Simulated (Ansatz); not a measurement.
**Bi under changes of volume**

One of the cells (34.327 Å³/atom); the others are scaled copies at fixed shape and fractional positions:

```
Bi
1.0
     4.65841    0.00000    0.00000
     0.00000    4.52639    0.00000
    -0.34597    0.00000    6.51195
Bi
4
Direct
  0.25137 0.25000 0.74873
  0.74863 0.75000 0.25127
  0.24989 0.25000 0.24888
  0.75011 0.75000 0.75112
```

* Program: Ansatz 0.2.0
* Functional: r2SCAN
* Potentials or basis: Ansatz PAW
* Cutoff: 500 eV (not typed: the program's choice for these potentials)
* k mesh: 6 × 6 × 4
* Occupations: fermi-dirac, width 0.05 eV
* Spin: no spin polarisation

```csv
volume (Å³/atom),energy over the lowest point (meV/atom),pressure (GPa),largest force (eV/Å)
32.268,23.69,3.8,0.008
32.954,10.43,2.4,0.005
33.641,2.73,1.2,0.003
34.327,0.00,0.1,0.004
35.014,1.69,-0.9,0.006
35.700,?,?,?
36.387,16.48,-2.5,0.012
```

**Question.** What does the run at 35.700 Å³/atom give?

**Answer.** Energy over the lowest point 7.32 meV/atom; pressure -1.7 GPa; largest force 0.009 eV/Å.

Worked out: A Birch-Murnaghan fit of order 3 (a polynomial in V^(-2/3)) to the other rows has its minimum at 34.40 Å³/atom with B0 = V·E''(V) = 51 GPa and B' = 4.8 at fixed shape and positions, which overstates the stiffness. It gives 7.32 meV/atom at 35.700 Å³/atom, against the run's 7.32, and -dE/dV = -1.7 GPa, against -1.7.

Energies are extrapolated to zero smearing.

Caveats: the PAW data sets come from PBE, with cores solved anew for the run's functional, which leaves a small shift of forces and pressure.
